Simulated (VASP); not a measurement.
Here is the system:

```
CELL_PARAMETERS angstrom
      0.00000     2.92157     2.92157
      2.92157     0.00000     2.92157
      2.92157     2.92157     0.00000
ATOMIC_POSITIONS crystal
  Li 0.00000 0.00000 0.00000
  I  0.50000 0.50000 0.50000
```

The numbers are results of PBEsol GGA, VASP's PBE PAW potentials (set 64) (plane waves; VASP), not measurements. Run with 520 eV cut-off, 8×8×8 Γ-centred mesh, Gaussian smearing of 0.050 eV, potentials Li_sv I.

**Question.** Predict the energy per atom (σ→0).

**Answer.** 
The energy per atom (σ→0) comes out as -3.077 eV/atom.

Only differences to runs with the same potentials and settings are physical.

The compound is LiI in the rock salt structure. This cell is one point of a volume scan, at 0.97 of the reference volume.
